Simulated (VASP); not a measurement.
# Bi2Se3 (R-3m) in VASP: band structure with PBE

Aim: the band structure of Bi2Se3 with PBE.

Everything below comes from runs of VASP 6.6.1. Logs are shortened: lines on timing, memory, paths and dates and some standing lists are left out, and cuts for length are marked.

**1. The structure**

The structure is trigonal, space group R-3m (No. 166). Conventional cell: a = 4.143 Å, b = 4.143 Å, c = 28.636 Å, α = 90.00°, β = 90.00°, γ = 120.00°. Bi (site symmetry 3m) is surrounded by 6 Se at 2.85 to 3.07 Å. Se (site symmetry -3m) is surrounded by 6 Bi at 3.07 Å. Se (site symmetry 3m) is surrounded by 3 Bi at 2.85 Å.

**2. Band structure, PBE**

Contents of POSCAR:

```
Bi2Se3
1.0
    2.0715000000      1.1959810800      9.5453333300
   -2.0715000000      1.1959810800      9.5453333300
    0.0000000000     -2.3919621700      9.5453333300
Bi Se
2 3
Direct
    0.4008000000      0.4008000000      0.4008000000
    0.5992000000      0.5992000000      0.5992000000
    0.0000000000      0.0000000000      0.0000000000
    0.2117000000      0.2117000000      0.2117000000
    0.7883000000      0.7883000000      0.7883000000
```

Contents of INCAR.step1:

```
SYSTEM = Bi2Se3
ALGO = Fast
EDIFF = 1E-6
ENCUT = 520
GGA = PE
ISIF = 2
ISMEAR = 0
LASPH = .TRUE.
LCHARG = .TRUE.
LREAL = .FALSE.
LWAVE = .FALSE.
NBANDS = 32
NELM = 80
PREC = Accurate
SIGMA = 0.02
```

Contents of KPOINTS.step1:

```
k-points
0
G
  9 9 9
  0 0 0
```

Contents of INCAR.step2:

```
SYSTEM = Bi2Se3
ALGO = Fast
EDIFF = 1E-6
ENCUT = 520
GGA = PE
ICHARG = 11
ISIF = 2
ISMEAR = 0
LASPH = .TRUE.
LCHARG = .FALSE.
LREAL = .FALSE.
LWAVE = .FALSE.
NBANDS = 32
NELM = 80
PREC = Accurate
SIGMA = 0.05
```

Contents of KPOINTS.step2:

```
path GLB1,BZGX,QFP1Z,LP
10
line-mode
reciprocal
 0.0000000000  0.0000000000  0.0000000000  G
 0.5000000000  0.0000000000  0.0000000000  L

 0.5000000000  0.0000000000  0.0000000000  L
 0.5000000000  0.1771325325 -0.1771325325  B1

 0.8228674675  0.5000000000  0.1771325325  B
 0.5000000000  0.5000000000  0.5000000000  Z

 0.5000000000  0.5000000000  0.5000000000  Z
 0.0000000000  0.0000000000  0.0000000000  G

 0.0000000000  0.0000000000  0.0000000000  G
 0.3385662663  0.0000000000 -0.3385662663  X

 0.6614337337  0.3385662663  0.0000000000  Q
 0.5000000000  0.5000000000  0.0000000000  F

 0.5000000000  0.5000000000  0.0000000000  F
 0.6614337337  0.6614337337  0.1771325325  P1

 0.6614337337  0.6614337337  0.1771325325  P1
 0.5000000000  0.5000000000  0.5000000000  Z

 0.5000000000  0.0000000000  0.0000000000  L
 0.8228674675  0.3385662663  0.3385662663  P
```

Potentials or basis: VASP PAW PBE potentials, release 64 (Bi_d, Se).

The run is started by

```console
$ cat potpaw_PBE.64/Bi_d/POTCAR potpaw_PBE.64/Se/POTCAR > POTCAR
$ cp INCAR.step1 INCAR
$ cp KPOINTS.step1 KPOINTS
$ mpirun -np 1 vasp_std > vasp.out
$ cp INCAR.step2 INCAR
$ cp KPOINTS.step2 KPOINTS
$ mpirun -np 1 vasp_std > vasp.out
```

OUTCAR:

```text
SYSTEM = Bi2Se3
   EDIFF = 1E-6
   ENCUT = 520
   GGA = PE
   ICHARG = 11
   ISIF = 2
   ISMEAR = 0
   LASPH = .TRUE.
   LREAL = .FALSE.
   NELM = 80
   PREC = Accurate

 ion  position               nearest neighbor table
   1  0.401  0.401  0.401-   5 2.85   5 2.85   5 2.85   3 3.07   3 3.07   3 3.07
   2  0.599  0.599  0.599-   4 2.85   4 2.85   4 2.85   3 3.07   3 3.07   3 3.07
   3  0.000  0.000  0.000-   2 3.07   2 3.07   1 3.07   1 3.07   2 3.07   1 3.07
   4  0.212  0.212  0.212-   2 2.85   2 2.85   2 2.85
   5  0.788  0.788  0.788-   1 2.85   1 2.85   1 2.85

  LATTYP: Found a trigonal (rhomboedric) cell.
 ALAT       =     9.8404710952
 COS(alpha) =     0.9113725832

  Lattice vectors:

 A1 = (   2.0715000000,   1.1959810800,   9.5453333300)
 A2 = (  -2.0715000000,   1.1959810800,   9.5453333300)
 A3 = (   0.0000000000,  -2.3919621700,   9.5453333300)

Analysis of symmetry for initial positions (statically):
=====================================================================
 Subroutine PRICEL returns:
 Original cell was already a primitive cell.

 Routine SETGRP: Setting up the symmetry group for a
 trigonal (rhombohedral) supercell.

 Subroutine GETGRP returns: Found 12 space group operations
 (whereof 12 operations were pure point group operations)
 out of a pool of 12 trial point group operations.

The static configuration has the point symmetry D_3d.

Analysis of symmetry for dynamics (positions and initial velocities):
=====================================================================
 Subroutine PRICEL returns:
 Original cell was already a primitive cell.

 Routine SETGRP: Setting up the symmetry group for a
 trigonal (rhombohedral) supercell.

 Subroutine GETGRP returns: Found 12 space group operations
 (whereof 12 operations were pure point group operations)
 out of a pool of 12 trial point group operations.

The dynamic configuration has the point symmetry D_3d.

 Subroutine INISYM returns: Found 12 space group operations
 (whereof 12 operations are pure point group operations),
 and found     1 'primitive' translations

----------------------------------------------------------------------------------------

                                     Primitive cell

  volume of cell :     141.8899
[... 87 lines left out ...]
   NELM   =     80;   NELMIN=  2; NELMDL=  0     # of ELM steps
   EDIFF  = 0.1E-05   stopping-criterion for ELM
   LREAL  =      F    real-space projection
   EDIFFG = 0.1E-04   stopping-criterion for IOM
   NSW    =      0    number of steps for IOM
   IBRION =     -1    ionic relax: 0-MD 1-quasi-New 2-CG
   NFREE  =      0    steps in history (QN), initial steepest desc. (CG)
   ISIF   =      2    stress and relaxation
   ISYM   =      2    0-nonsym 1-usesym 2-fastsym
   POTIM  = 0.5000    time-step for ionic-motion
   TEBEG  =    0.0;   TEEND  =   0.0 temperature during run
   PSTRESS=    0.0 pullay stress
   NELECT =      48.0000    total number of electrons
   NUPDOWN=      -1.0000    fix difference up-down
   EMIN   =  10.00;   EMAX   =-10.00  energy-range for DOS
   EFERMI =   0.00;   METHOD = LEGACY
   ISMEAR =     0;   SIGMA  =   0.05  broadening in eV -4-tet -1-fermi 0-gaus
   EFERMI_NEDOS =   21; number of points for ismear=-14 and -15
   IALGO  =     68    algorithm
   IMIX   =      4    mixing-type and parameters
     AMIX     =   0.40;   BMIX     =  1.00
     AMIX_MAG =   1.60;   BMIX_MAG =  1.00
  volume/ion in A,a.u.               =      28.38       191.50
  Fermi-wavevector in a.u.,A,eV,Ry     =   1.140700  2.155610 17.703848  1.301196
  Thomas-Fermi vector in A             =   2.277401
   LORBIT       =      0    0 simple, 1 ext, 2 COOP (PROOUT), +10 PAW based schemes
   GGA     = PE    functional components
   LHFCALC =     F    Hartree Fock is set to
   AEXX    =    0.0000 exact exchange contribution
   IVDW    =     0    specifies the selected vdW correction
   LEPSILON=     F    determine dielectric tensor
   LRPA    =     F    only Hartree local field effects (RPA)
 non-spin polarized calculation
 RMM-DIIS sequential band-by-band and
 Gauss-broadening in eV      SIGMA  =   0.05
  energy-cutoff  :      520.00
  volume of cell :      141.89
 maximum number of plane-waves:      3854
 NGX is ok and might be reduce to    80

 number of electron      47.9999997 magnetization

 Free energy of the ion-electron system (eV)
  ---------------------------------------------------
  ext. energy  EPLUGINS =         0.00000000
  ---------------------------------------------------
  free energy    TOTEN  =       -18.50654562 eV

  energy without entropy =      -18.50652449  energy(sigma->0) =      -18.50653506

 E-fermi :   5.0773     XC(G=0):  -9.4968

 val. band max:        4.9711932465   @ k =   0.0000   0.0000   0.0000
 cond. band min:       5.1835062674   @ k =   0.0000   0.0000   0.0000
 fundamental gap:      0.2123130209
 Fermi energy:         5.0773440813

 k-point     1 :       0.0000    0.0000    0.0000
  band No.  band energies     occupation
      1     -18.1611      2.00000
      2     -18.1611      2.00000
      3     -18.1592      2.00000
      4     -18.1592      2.00000
      5     -18.1511      2.00000
      6     -18.1486      2.00000
[... 829 lines left out ...]
     31      10.5505      0.00000
     32      10.6018      0.00000

 [... further k-points ...]

------------------------ aborting loop because EDIFF is reached ----------------------------------------

  FORCE on cell =-STRESS in cart. coord.  units (eV):
  Direction    XX          YY          ZZ          XY          YZ          ZX
  --------------------------------------------------------------------------------------
  -------------------------------------------------------------------------------------
  Total        6.6676279      6.6676279      1.5943195      0.0000000     -0.0000000      0.0000000
  in kB       75.2887936     75.2887937     18.0025633      0.0000000     -0.0000000      0.0000000
  external PRESSURE =      56.1933835 kB  Pullay stress =       0.0000000 kB

 VOLUME and BASIS-vectors are now :
 -----------------------------------------------------------------------------
  energy-cutoff  :      520.00
  volume of cell :      141.89
      direct lattice vectors                 reciprocal lattice vectors
     2.071500000  1.195981080  9.545333330     0.241370987  0.139355604  0.034921078
    -2.071500000  1.195981080  9.545333330    -0.241370987  0.139355604  0.034921078
     0.000000000 -2.391962170  9.545333330     0.000000000 -0.278711209  0.034921078

 POSITION                                       TOTAL-FORCE (eV/Angst)
 -----------------------------------------------------------------------------------
      0.00000     -0.00000     11.47731        -0.000000      0.000000     -0.022178
      0.00000     -0.00000     17.15869        -0.000000     -0.000000      0.022178
      0.00000      0.00000      0.00000         0.000000     -0.000000      0.000000
      0.00000     -0.00000      6.06224        -0.000000     -0.000000      0.052935
      0.00000     -0.00000     22.57376        -0.000000      0.000000     -0.052935
 -----------------------------------------------------------------------------------
    total drift:                                0.000000      0.000000     -0.000000

  FREE ENERGIE OF THE ION-ELECTRON SYSTEM (eV)
  ---------------------------------------------------
  free  energy   TOTEN  =       -18.5065456205 eV

  energy  without entropy=      -18.5065244896  energy(sigma->0) =      -18.50653506
```

OSZICAR.step1:

```text
N       E                     dE             d eps       ncg     rms          rms(c)
DAV:   1     0.470675789214E+03    0.47068E+03   -0.22913E+04  5440   0.156E+03
DAV:   2     0.349647999397E+02   -0.43571E+03   -0.41749E+03  5560   0.412E+02
DAV:   3    -0.186038778834E+02   -0.53569E+02   -0.50841E+02  7200   0.150E+02
DAV:   4    -0.208625702357E+02   -0.22587E+01   -0.22478E+01  5928   0.323E+01
DAV:   5    -0.209445641487E+02   -0.81994E-01   -0.81984E-01  7896   0.644E+00    0.520E+00
RMM:   6    -0.201510529507E+02    0.79351E+00   -0.11779E+00  6418   0.470E+00    0.307E+00
RMM:   7    -0.201491967597E+02    0.18562E-02   -0.31301E-01  7355   0.258E+00    0.177E+00
RMM:   8    -0.201529991893E+02   -0.38024E-02   -0.37100E-02  7672   0.140E+00    0.523E-01
RMM:   9    -0.201548627750E+02   -0.18636E-02   -0.12861E-02  7396   0.705E-01    0.112E-01
RMM:  10    -0.201552094048E+02   -0.34663E-03   -0.32179E-03  7636   0.378E-01    0.497E-02
RMM:  11    -0.201552442616E+02   -0.34857E-04   -0.80130E-04  7367   0.214E-01    0.279E-02
RMM:  12    -0.201552643986E+02   -0.20137E-04   -0.22096E-04  8249   0.967E-02    0.122E-02
RMM:  13    -0.201552657289E+02   -0.13302E-05   -0.36137E-05  8288   0.363E-02    0.447E-03
RMM:  14    -0.201552660167E+02   -0.28782E-06   -0.62865E-06  6563   0.161E-02
   1 F= -.20155266E+02 E0= -.20155266E+02  d E =-.575271E-13
```

Wall time 66 min (1 thread of Intel Xeon Platinum 8259CL at 2.50GHz (Skylake/Cascade Lake), shared host); peak memory 1.1 GiB.

Results:

* Band gap on the k mesh: 0.21 eV, direct
* Band gap along the path: 0.21 eV, direct

Levels at the corners of the path, in eV from the valence-band top:
```csv
point,band 21,band 22,band 23,band 24,band 25,band 26,band 27,band 28
Γ,-1.87,-1.22,-1.22,0.00,0.21,1.39,1.39,2.12
L,-3.00,-2.15,-1.24,-0.56,0.84,1.92,2.96,3.15
L,-3.00,-2.15,-1.24,-0.56,0.84,1.92,2.96,3.15
B1,-2.65,-1.89,-1.08,-0.71,1.65,2.23,2.85,3.78
B,-2.65,-1.89,-1.08,-0.71,1.65,2.23,2.85,3.78
Z,-1.55,-1.39,-1.39,-0.45,0.62,1.70,1.70,2.06
Z,-1.55,-1.39,-1.39,-0.45,0.62,1.70,1.70,2.06
Γ,-1.87,-1.22,-1.22,0.00,0.21,1.39,1.39,2.12
Γ,-1.87,-1.22,-1.22,0.00,0.21,1.39,1.39,2.12
X,-3.00,-1.75,-1.23,-0.69,1.66,2.51,2.60,4.03
Q,-3.00,-1.75,-1.23,-0.69,1.66,2.51,2.60,4.03
F,-1.89,-1.89,-1.65,-1.01,1.34,1.95,2.59,2.99
F,-1.89,-1.89,-1.65,-1.01,1.34,1.95,2.59,2.99
P1,-2.40,-1.52,-1.40,-1.14,1.31,2.03,2.35,2.97
P1,-2.40,-1.52,-1.40,-1.14,1.31,2.03,2.35,2.97
Z,-1.55,-1.39,-1.39,-0.45,0.62,1.70,1.70,2.06
L,-3.00,-2.15,-1.24,-0.56,0.84,1.92,2.96,3.15
P,-2.40,-1.52,-1.40,-1.14,1.31,2.03,2.35,2.97
```

Caveat: the log is that of the step along the path at fixed density, whose energy, stress, charges and moments have no meaning; spin-orbit coupling is left out, which as a rule narrows the gap of such compounds by several tenths of an eV. PBE gaps usually lie below the measured ones, often by a third to a half.
